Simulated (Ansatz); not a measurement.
# HfH8C20: the cost of one run

All numbers below are computed with Ansatz 0.2.0 (DFT PBE, plane waves, PAW, scalar-relativistic, no spin polarisation).

### 1 The starting structure

The cell holds 29 atoms (C20H8Hf): a = 5.049 Å, b = 5.049 Å, c = 16.165 Å, α = 90.00°, β = 90.00°, γ = 90.00°.

Structure file:

```cif
data_structure
_symmetry_space_group_name_H-M 'P 1'
_symmetry_Int_Tables_number 1
_cell_length_a 5.0487
_cell_length_b 5.0487
_cell_length_c 16.1647
_cell_angle_alpha 90.000
_cell_angle_beta 90.000
_cell_angle_gamma 90.000
_cell_volume 412.03
loop_
_atom_site_label
_atom_site_type_symbol
_atom_site_fract_x
_atom_site_fract_y
_atom_site_fract_z
_atom_site_occupancy
H1 H 0.42779 0.00000 0.06186 1
H2 H 0.07221 0.00000 0.06186 1
H3 H 0.92779 0.00000 0.06186 1
H4 H 0.57221 0.00000 0.06186 1
H5 H 0.42779 0.50000 0.06186 1
H6 H 0.07221 0.50000 0.06186 1
H7 H 0.92779 0.50000 0.06186 1
H8 H 0.57221 0.50000 0.06186 1
C1 C 0.25000 0.00000 0.10113 1
C2 C 0.75000 0.00000 0.10113 1
C3 C 0.25000 0.50000 0.10113 1
C4 C 0.75000 0.50000 0.10113 1
C5 C 0.25000 0.25000 0.15634 1
C6 C 0.75000 0.25000 0.15634 1
C7 C 0.25000 0.75000 0.15634 1
C8 C 0.75000 0.75000 0.15634 1
C9 C 0.00000 0.25000 0.21155 1
C10 C 0.50000 0.25000 0.21155 1
C11 C 0.00000 0.75000 0.21155 1
C12 C 0.50000 0.75000 0.21155 1
C13 C 0.00000 0.00000 0.26677 1
C14 C 0.50000 0.00000 0.26677 1
C15 C 0.00000 0.50000 0.26677 1
C16 C 0.50000 0.50000 0.26677 1
C17 C 0.25000 0.09691 0.31950 1
C18 C 0.75000 0.09691 0.31950 1
C19 C 0.25000 0.40309 0.29723 1
C20 C 0.75000 0.40309 0.29723 1
Hf1 Hf 0.60105 0.19864 0.46736 1
```

### 2 Preparing the start

The input, input.yaml:

```yaml
accuracy: low
crystal:
  lattice:
    - [5.048742, 0.0, 0.0]
    - [0.0, 5.048742, 0.0]
    - [0.0, 0.0, 16.1647]
  atoms:
    - { symbol: H, position: [0.4277868, 0.0, 0.0618632] }
    - { symbol: H, position: [0.0722132, 0.0, 0.0618632] }
    - { symbol: H, position: [0.9277868, 0.0, 0.0618632] }
    - { symbol: H, position: [0.5722132, 0.0, 0.0618632] }
    - { symbol: H, position: [0.4277868, 0.5, 0.0618632] }
    - { symbol: H, position: [0.0722132, 0.5, 0.0618632] }
    - { symbol: H, position: [0.9277868, 0.5, 0.0618632] }
    - { symbol: H, position: [0.5722132, 0.5, 0.0618632] }
    - { symbol: C, position: [0.25, 0.0, 0.1011278] }
    - { symbol: C, position: [0.75, 0.0, 0.1011278] }
    - { symbol: C, position: [0.25, 0.5, 0.1011278] }
    - { symbol: C, position: [0.75, 0.5, 0.1011278] }
    - { symbol: C, position: [0.25, 0.25, 0.1563407] }
    - { symbol: C, position: [0.75, 0.25, 0.1563407] }
    - { symbol: C, position: [0.25, 0.75, 0.1563407] }
    - { symbol: C, position: [0.75, 0.75, 0.1563407] }
    - { symbol: C, position: [0.0, 0.25, 0.2115536] }
    - { symbol: C, position: [0.5, 0.25, 0.2115536] }
    - { symbol: C, position: [0.0, 0.75, 0.2115536] }
    - { symbol: C, position: [0.5, 0.75, 0.2115536] }
    - { symbol: C, position: [0.0, 0.0, 0.2667665] }
    - { symbol: C, position: [0.5, 0.0, 0.2667665] }
    - { symbol: C, position: [0.0, 0.5, 0.2667665] }
    - { symbol: C, position: [0.5, 0.5, 0.2667665] }
    - { symbol: C, position: [0.25, 0.0969069, 0.3195048] }
    - { symbol: C, position: [0.75, 0.0969069, 0.3195048] }
    - { symbol: C, position: [0.25, 0.4030931, 0.2972341] }
    - { symbol: C, position: [0.75, 0.4030931, 0.2972341] }
    - { symbol: Hf, position: [0.6010543, 0.198639, 0.4673579] }
basis:
  ecutwfc: 420.0
kpoints:
  mp_grid: { grid: [2, 2, 1] }
hamiltonian:
  xc: pbe
  pseudopotentials: { kind: paw, azcp: { folder: soft_1 } }
scf:
  occupations: { method: fermi_dirac, width: 0.05 }
  lower_state_search: "off"
relax:
  f_tol: 0.08
  max_steps: 25
  adjacent_minimum: "off"
  constraints: [{ sites: [0, 1, 2, 3, 4, 5, 6, 7, 8, 9, 10, 11, 12, 13, 14, 15] }]
```

On the command line:

```bash
$ ansatz run input.yaml --threads 1 --pin off --max-ram 3072MiB --backend cpu --events-out ev --progress --plain --runs-dir out
```

What time and memory should one allow on 1 thread of AMD EPYC 9R45 (Zen 5), shared host?

About 35 s, with a peak of 0.69 GiB.
